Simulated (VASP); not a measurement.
# Sn (I4_1/amd) in VASP: convergence with k mesh

Aim: find how far k mesh must go before the results for Sn settle, at PBE. This setting moves, with any that are tied to it; all else stays.

Everything below comes from runs of VASP 6.6.1. Logs are shortened: lines on timing, memory, paths and dates and some standing lists are left out, and cuts for length are marked.

### Step 1. The crystal as given

It takes space group I4_1/amd (No. 141, tetragonal). Conventional cell: a = 5.880 Å, b = 5.880 Å, c = 3.199 Å, α = 90.00°, β = 90.00°, γ = 90.00°. Sn (site symmetry -4m2) is surrounded by 6 Sn at 3.05 to 3.20 Å.

### Step 2. With k mesh 2 × 2 × 2

Contents of INCAR:

```
SYSTEM = Sn
PREC = Accurate ; ENCUT = 520
EDIFF = 1E-7 ; ISMEAR = 1
SIGMA = 0.1 ; LREAL = .False.
LASPH = .True. ; NELM = 80
ALGO = Normal ; ISIF = 2
LWAVE = .False. ; LCHARG = .False.
GGA = PE
```

Contents of KPOINTS:

```
Automatic mesh
0
Gamma
  2 2 2
  0 0 0
```

Contents of POSCAR:

```
Sn
1.0
   -2.9401404553      2.9401404553      1.5993019889
    2.9401404553     -2.9401404553      1.5993019889
    2.9401404553      2.9401404553     -1.5993019889
Sn
2
Direct
    0.0000000000      0.0000000000      0.0000000000
    0.7500000000      0.2500000000      0.5000000000
```

Potentials or basis: VASP PAW PBE potentials, release 64 (Sn_d).

Started as:

```sh
cat potpaw_PBE.64/Sn_d/POTCAR > POTCAR
mpirun -np 1 vasp_std > vasp.out
```

It took 9.4 s on 1 thread of Intel Xeon Platinum 8488C (Sapphire Rapids), shared host; peak memory 0.19 GiB.

Results:

| Property | Result |
| --- | --- |
| Free energy | -8.1908 eV |
| Pressure | 3.3 GPa |
| Band gap on the k mesh | none (metal or under the smearing width) |

### Step 3. With k mesh 3 × 3 × 3

INCAR is that of step 2.

Contents of KPOINTS:

```
Automatic mesh
0
Gamma
  3 3 3
  0 0 0
```

POSCAR is that of step 2.

Potentials or basis: VASP PAW PBE potentials, release 64 (Sn_d).

Started as:

```sh
cat potpaw_PBE.64/Sn_d/POTCAR > POTCAR
mpirun -np 1 vasp_std > vasp.out
```

It took 9 s on 1 thread of Intel Xeon Platinum 8488C (Sapphire Rapids), shared host; peak memory 0.19 GiB.

What came out:

```yaml
Free_energy: -7.2508 eV
Pressure: 0.9 GPa
Band_gap_on_the_k_mesh: none (metal or under the smearing width)
```

### Step 4. With k mesh 4 × 4 × 4

INCAR is that of step 3.

Contents of KPOINTS:

```
Automatic mesh
0
Gamma
  4 4 4
  0 0 0
```

POSCAR is that of step 3.

Started as:

```sh
cat potpaw_PBE.64/Sn_d/POTCAR > POTCAR
mpirun -np 1 vasp_std > vasp.out
```

Run time: 23 s. Hardware: 1 thread of Intel Xeon Platinum 8488C (Sapphire Rapids), shared host; peak memory 0.2 GiB.

Results:

```
Free energy            : -7.5128 eV
Pressure               : 1.1 GPa
Band gap on the k mesh : none (metal or under the smearing width)
```

### Step 5. With k mesh 5 × 5 × 5

INCAR is that of step 4.

Contents of KPOINTS:

```
Automatic mesh
0
Gamma
  5 5 5
  0 0 0
```

POSCAR is that of step 4.

Started as:

```sh
cat potpaw_PBE.64/Sn_d/POTCAR > POTCAR
mpirun -np 1 vasp_std > vasp.out
```

Wall time 16 s (1 thread of Intel Xeon Platinum 8488C (Sapphire Rapids), shared host); peak memory 0.19 GiB.

What came out:

```yaml
Free_energy: -7.6043 eV
Pressure: 1.7 GPa
Band_gap_on_the_k_mesh: none (metal or under the smearing width)
```

### Step 6. With k mesh 7 × 7 × 7

INCAR is that of step 5.

Contents of KPOINTS:

```
Automatic mesh
0
Gamma
  7 7 7
  0 0 0
```

POSCAR is that of step 5.

Potentials or basis: VASP PAW PBE potentials, release 64 (Sn_d).

Started as:

```sh
cat potpaw_PBE.64/Sn_d/POTCAR > POTCAR
mpirun -np 1 vasp_std > vasp.out
```

Wall time 35 s (1 thread of Intel Xeon Platinum 8488C (Sapphire Rapids), shared host); peak memory 0.21 GiB.

What came out:

```yaml
Free_energy: -7.6313 eV
Pressure: 1.2 GPa
Band_gap_on_the_k_mesh: none (metal or under the smearing width)
```

### Step 7. With k mesh 8 × 8 × 8

INCAR is that of step 6.

Contents of KPOINTS:

```
Automatic mesh
0
Gamma
  8 8 8
  0 0 0
```

POSCAR is that of step 6.

Started as:

```sh
cat potpaw_PBE.64/Sn_d/POTCAR > POTCAR
mpirun -np 1 vasp_std > vasp.out
```

It took 52 s on 1 thread of Intel Xeon Platinum 8488C (Sapphire Rapids), shared host; peak memory 0.22 GiB.

What came out:

- Free energy: -7.5884 eV
- Pressure: 1.4 GPa
- Band gap on the k mesh: none (metal or under the smearing width)

### Step 8. With k mesh 11 × 11 × 11

INCAR is that of step 7.

Contents of KPOINTS:

```
Automatic mesh
0
Gamma
  11 11 11
  0 0 0
```

POSCAR is that of step 7.

Started as:

```sh
cat potpaw_PBE.64/Sn_d/POTCAR > POTCAR
mpirun -np 1 vasp_std > vasp.out
```

Wall time 94 s (1 thread of Intel Xeon Platinum 8488C (Sapphire Rapids), shared host); peak memory 0.26 GiB.

What came out:

| Item | Value |
| --- | --- |
| Free energy | -7.6075 eV |
| Pressure | 1.3 GPa |
| Band gap on the k mesh | none (metal or under the smearing width) |

### Step 9. With k mesh 13 × 13 × 13

INCAR is that of step 8.

Contents of KPOINTS:

```
Automatic mesh
0
Gamma
  13 13 13
  0 0 0
```

POSCAR is that of step 8.

Potentials or basis: VASP PAW PBE potentials, release 64 (Sn_d).

Started as:

```sh
cat potpaw_PBE.64/Sn_d/POTCAR > POTCAR
mpirun -np 1 vasp_std > vasp.out
```

Run time: 1.8 min. Hardware: 1 thread of Intel Xeon Platinum 8488C (Sapphire Rapids), shared host; peak memory 0.31 GiB.

Results:

- Free energy: -7.6081 eV
- Pressure: 1.2 GPa
- Band gap on the k mesh: none (metal or under the smearing width)

### Step 10. With k mesh 15 × 15 × 15

INCAR is that of step 9.

Contents of KPOINTS:

```
Automatic mesh
0
Gamma
  15 15 15
  0 0 0
```

POSCAR is that of step 9.

Potentials or basis: VASP PAW PBE potentials, release 64 (Sn_d).

Started as:

```sh
cat potpaw_PBE.64/Sn_d/POTCAR > POTCAR
mpirun -np 1 vasp_std > vasp.out
```

OUTCAR:

```text
SYSTEM = Sn
   PREC = Accurate
   ENCUT = 520
   EDIFF = 1E-7
   ISMEAR = 1
   LREAL = .False.
   LASPH = .True.
   NELM = 80
   ISIF = 2
   GGA = PE

 ion  position               nearest neighbor table
   1  0.000  0.000  0.000-   2 3.05   2 3.05   2 3.05   2 3.05
   2  0.750  0.250  0.500-   1 3.05   1 3.05   1 3.05   1 3.05

  LATTYP: Found a body centered tetragonal cell.
 ALAT       =     5.8802809106
 C/A-ratio  =     0.5439542815

  Lattice vectors:

 A1 = (  -2.9401404553,   2.9401404553,   1.5993019889)
 A2 = (   2.9401404553,  -2.9401404553,   1.5993019889)
 A3 = (   2.9401404553,   2.9401404553,  -1.5993019889)

Analysis of symmetry for initial positions (statically):
=====================================================================
 Subroutine PRICEL returns:
 Original cell was already a primitive cell.

 Routine SETGRP: Setting up the symmetry group for a
 body centered tetragonal supercell.

 Subroutine GETGRP returns: Found 16 space group operations
 (whereof  8 operations were pure point group operations)
 out of a pool of 16 trial point group operations.

The static configuration has the point symmetry D_2d.
 The point group associated with its full space group is D_4h.

Analysis of symmetry for dynamics (positions and initial velocities):
=====================================================================
 Subroutine PRICEL returns:
 Original cell was already a primitive cell.

 Routine SETGRP: Setting up the symmetry group for a
 body centered tetragonal supercell.

 Subroutine GETGRP returns: Found 16 space group operations
 (whereof  8 operations were pure point group operations)
 out of a pool of 16 trial point group operations.

The dynamic configuration has the point symmetry D_2d.
 The point group associated with its full space group is D_4h.

 Subroutine INISYM returns: Found 16 space group operations
 (whereof  8 operations are pure point group operations),
 and found     1 'primitive' translations

----------------------------------------------------------------------------------------

                                     Primitive cell

  volume of cell :      55.3002

  direct lattice vectors                    reciprocal lattice vectors
    -2.940140455  2.940140455  1.599301989     0.000000000  0.170059903  0.312636390
     2.940140455 -2.940140455  1.599301989     0.170059903  0.000000000  0.312636390
     2.940140455  2.940140455 -1.599301989     0.170059903  0.170059903  0.000000000

  length of vectors
     4.454954393  4.454954393  4.454954393     0.355895888  0.355895888  0.240501021

  position of ions in fractional coordinates (direct lattice)
     0.000000000  0.000000000  0.000000000
     0.750000000  0.250000000  0.500000000

  ion indices of the primitive-cell ions
   primitive index   ion index
                 1           1
                 2           2

----------------------------------------------------------------------------------------

 KPOINTS: Automatic mesh

Automatic generation of k-mesh.
 Grid dimensions read from file:
 generate k-points for:   15   15   15

 Generating k-lattice:

  Cartesian coordinates                     Fractional coordinates (reciprocal lattice)
     0.000000000  0.011337327  0.020842426     0.066666667 -0.000000000  0.000000000
     0.011337327  0.000000000  0.020842426    -0.000000000  0.066666667  0.000000000
     0.011337327  0.011337327  0.000000000     0.000000000  0.000000000  0.066666667

  Length of vectors
     0.023726393  0.023726393  0.016033401

  Shift w.r.t. Gamma in fractional coordinates (k-lattice)
     0.000000000  0.000000000  0.000000000

 Subroutine IBZKPT returns following result:
 ===========================================

 Found    288 irreducible k-points:

 Following reciprocal coordinates:
            Coordinates               Weight
  0.000000  0.000000  0.000000      1.000000
  0.066667 -0.000000  0.000000      8.000000
  0.133333 -0.000000  0.000000      8.000000
  0.200000 -0.000000  0.000000      8.000000
  0.266667 -0.000000  0.000000      8.000000
  0.333333 -0.000000  0.000000      8.000000
[... 16 lines left out ...]
  0.133333  0.133333  0.000000      8.000000
  0.200000  0.133333  0.000000     16.000000
 [... further k-points ...]
   k-points           NKPTS =    288   k-points in BZ     NKDIM =    288   number of bands    NBANDS=     18
   number of dos      NEDOS =    301   number of ions     NIONS =      2
   total plane-waves  NPLWV =  46656
   dimension x,y,z NGX =    36 NGY =   36 NGZ =   36
   dimension x,y,z NGXF=    72 NGYF=   72 NGZF=   72
   ions per type =               2
   NGX,Y,Z   is equivalent  to a cutoff of  13.43, 13.43, 13.43 a.u.
   NGXF,Y,Z  is equivalent  to a cutoff of  26.87, 26.87, 26.87 a.u.
 SYSTEM =  Sn
   PREC   = accura    normal or accurate (medium, high low for compatibility)
   ISTART =      0    job   : 0-new  1-cont  2-samecut
   ICHARG =      2    charge: 1-file 2-atom 10-const
   ISPIN  =      1    spin polarized calculation?
   LNONCOLLINEAR =      F non collinear calculations
   LSORBIT =      F    spin-orbit coupling
   LASPH  =      T    aspherical Exc in radial PAW
   ENCUT  =  520.0 eV  38.22 Ry    6.18 a.u.   8.28  8.28  8.28*2*pi/ulx,y,z
   NELM   =     80;   NELMIN=  2; NELMDL= -5     # of ELM steps
   EDIFF  = 0.1E-06   stopping-criterion for ELM
   LREAL  =      F    real-space projection
   EDIFFG = 0.1E-05   stopping-criterion for IOM
   NSW    =      0    number of steps for IOM
   IBRION =     -1    ionic relax: 0-MD 1-quasi-New 2-CG
   NFREE  =      0    steps in history (QN), initial steepest desc. (CG)
   ISIF   =      2    stress and relaxation
   ISYM   =      2    0-nonsym 1-usesym 2-fastsym
   POTIM  = 0.5000    time-step for ionic-motion
   TEBEG  =    0.0;   TEEND  =   0.0 temperature during run
   PSTRESS=    0.0 pullay stress
   NELECT =      28.0000    total number of electrons
   NUPDOWN=      -1.0000    fix difference up-down
   EMIN   =  10.00;   EMAX   =-10.00  energy-range for DOS
   EFERMI =   0.00;   METHOD = LEGACY
   ISMEAR =     1;   SIGMA  =   0.10  broadening in eV -4-tet -1-fermi 0-gaus
   EFERMI_NEDOS =   21; number of points for ismear=-14 and -15
   IALGO  =     38    algorithm
   IMIX   =      4    mixing-type and parameters
     AMIX     =   0.40;   BMIX     =  1.00
     AMIX_MAG =   1.60;   BMIX_MAG =  1.00
  volume/ion in A,a.u.               =      27.65       186.59
  Fermi-wavevector in a.u.,A,eV,Ry     =   1.304824  2.465760 23.164816  1.702566
  Thomas-Fermi vector in A             =   2.435734
   LORBIT       =      0    0 simple, 1 ext, 2 COOP (PROOUT), +10 PAW based schemes
   GGA     = PE    functional components
   LHFCALC =     F    Hartree Fock is set to
   AEXX    =    0.0000 exact exchange contribution
   IVDW    =     0    specifies the selected vdW correction
   LEPSILON=     F    determine dielectric tensor
   LRPA    =     F    only Hartree local field effects (RPA)
 non-spin polarized calculation
 Methfessel and Paxton  Order N= 1 SIGMA  =   0.10
  energy-cutoff  :      520.00
  volume of cell :       55.30
 maximum number of plane-waves:      1510
 NGX is ok and might be reduce to    36
   NGX = 17   NGY = 17   NGZ = 17

 number of electron      27.9999989 magnetization

 Free energy of the ion-electron system (eV)
  ---------------------------------------------------
  ext. energy  EPLUGINS =         0.00000000
  ---------------------------------------------------
  free energy    TOTEN  =        -7.60394683 eV

  energy without entropy =       -7.60396908  energy(sigma->0) =       -7.60395425

 E-fermi :   7.7465     XC(G=0): -10.2173

 val. band max:        7.7442513155   @ k =  -0.1333  -0.2000   0.1333
 cond. band min:       7.7492934341   @ k =  -0.3333   0.4667   0.0667
 fundamental gap:      0.0050421187
 Fermi energy:         7.7464879232

 k-point     1 :       0.0000    0.0000    0.0000
  band No.  band energies     occupation
      1     -13.8840      2.00000
      2     -13.8084      2.00000
      3     -13.7637      2.00000
      4     -13.7559      2.00000
      5     -13.6137      2.00000
      6     -13.6137      2.00000
[... 10 lines left out ...]
     17      13.8680      0.00000
     18      14.4905      0.00000

 k-point     2 :       0.0667   -0.0000    0.0000
  band No.  band energies     occupation
      1     -13.8813      2.00000
      2     -13.7997      2.00000
      3     -13.7606      2.00000
      4     -13.7458      2.00000
      5     -13.6200      2.00000
      6     -13.6193      2.00000
[... 10 lines left out ...]
     17      13.7890      0.00000
     18      13.8723      0.00000
[... 442 lines left out ...]
 k-point    24 :       0.2000    0.1333    0.0000
  band No.  band energies     occupation
      1     -13.8441      2.00000
      2     -13.7215      2.00000
      3     -13.7168      2.00000
      4     -13.6750      2.00000
      5     -13.6698      2.00000
      6     -13.6537      2.00000
[... 10 lines left out ...]
     17      11.4170      0.00000
     18      11.7326      0.00000

 [... further k-points ...]
[... 5 lines left out ...]
  --------------------------------------------------------------------------------------
  -------------------------------------------------------------------------------------
  Total        0.5535936      0.5535936      0.2392683      0.0000000      0.0000000      0.0000000
  in kB       16.0389149     16.0389149      6.9321680      0.0000000      0.0000000      0.0000000
  external PRESSURE =      13.0033326 kB  Pullay stress =       0.0000000 kB

 VOLUME and BASIS-vectors are now :
 -----------------------------------------------------------------------------
  energy-cutoff  :      520.00
  volume of cell :       55.30
      direct lattice vectors                 reciprocal lattice vectors
    -2.940140455  2.940140455  1.599301989     0.000000000  0.170059903  0.312636390
     2.940140455 -2.940140455  1.599301989     0.170059903  0.000000000  0.312636390
     2.940140455  2.940140455 -1.599301989     0.170059903  0.170059903  0.000000000

 POSITION                                       TOTAL-FORCE (eV/Angst)
 -----------------------------------------------------------------------------------
      0.00000      0.00000      0.00000         0.000000     -0.000000     -0.000000
      0.00000      2.94014      0.79965        -0.000000      0.000000      0.000000
 -----------------------------------------------------------------------------------
    total drift:                               -0.000000      0.000000     -0.000000

  FREE ENERGIE OF THE ION-ELECTRON SYSTEM (eV)
  ---------------------------------------------------
  free  energy   TOTEN  =        -7.6039468301 eV

  energy  without entropy=       -7.6039690761  energy(sigma->0) =       -7.60395425
```

It took 3.8 min on 1 thread of Intel Xeon Platinum 8488C (Sapphire Rapids), shared host; peak memory 0.37 GiB.

Results:

```yaml
Free_energy: -7.6039 eV
Pressure: 1.3 GPa
Band_gap_on_the_k_mesh: none (metal or under the smearing width)
```

### Step 11. Summary

```
      k mesh  energy less the tightest run, at zero smearing (meV/atom)  pressure (GPa)  SCF cycles  CPU time (s)  peak memory (GiB)
   2 × 2 × 2                                                    -293.92            3.32          13           8.6               0.19
   3 × 3 × 3                                                     177.32            0.91          13           8.2               0.19
   4 × 4 × 4                                                      45.36            1.11          13            22                0.2
   5 × 5 × 5                                                       0.60            1.70          11            15               0.19
   7 × 7 × 7                                                     -13.48            1.16          11            34               0.21
   8 × 8 × 8                                                       7.76            1.35          13            51               0.22
11 × 11 × 11                                                      -1.67            1.34          13            93               0.26
13 × 13 × 13                                                      -2.07            1.24          11           110               0.31
15 × 15 × 15                                                       0.00            1.30          11           230               0.37
```

Against the tightest run, the pressure stays within 0.1 GPa from 8 × 8 × 8 on. Not settled before the last step: the energy (to 1 meV/atom). Meshes of other sizes hit other points, so gaps and Fermi surfaces needn't settle smoothly. The tightest run that finished is the yardstick and may itself not be fully converged.
